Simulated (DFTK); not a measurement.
Runs of DFTK 0.8.2 on BN. It takes space group P6_3/mmc (No. 194, hexagonal). Conventional cell: a = 2.498 Å, b = 2.498 Å, c = 6.636 Å, α = 90.00°, β = 90.00°, γ = 120.00°. N (site symmetry -6m2) is surrounded by 3 B at 1.44 Å. B (site symmetry -6m2) is surrounded by 3 N at 1.44 Å. 

```tsv
task	level	potentials or basis	k mesh	cutoff (eV)	SCF solver	mesh quality	gap on the mesh (eV)
band structure	TASK	cp2k.nc.sr.pbe.v0_1.largecore.gth (PBE, GTH)	7 × 7 × 2	2122	ScfAndersonSolver	coarse	(a)
band structure	PBE	cp2k.nc.sr.pbe.v0_1.semicore.gth (PBE, GTH)	10 × 10 × 3	1633	-	not flagged	4.27
band structure	r2SCAN	cp2k.nc.sr.pbe.v0_1.largecore.gth (PBE, GTH)	7 × 7 × 2	2122	-	coarse	5.14
single point	PBEsol	dojo.nc.sr.pbesol.v0_4_1.standard.upf (PBEsol)	12 × 12 × 4	1143	-	not flagged	4.21
```

Alike in all rows: no spin polarisation; cell as given; smearing fermi-dirac 0.05 eV.

Task: Fill in the values left out.

Result: (a) 6.09.

Caveats: some runs use coarse meshes; the mesh misses the band edges, which the band path finds closer together (some runs).
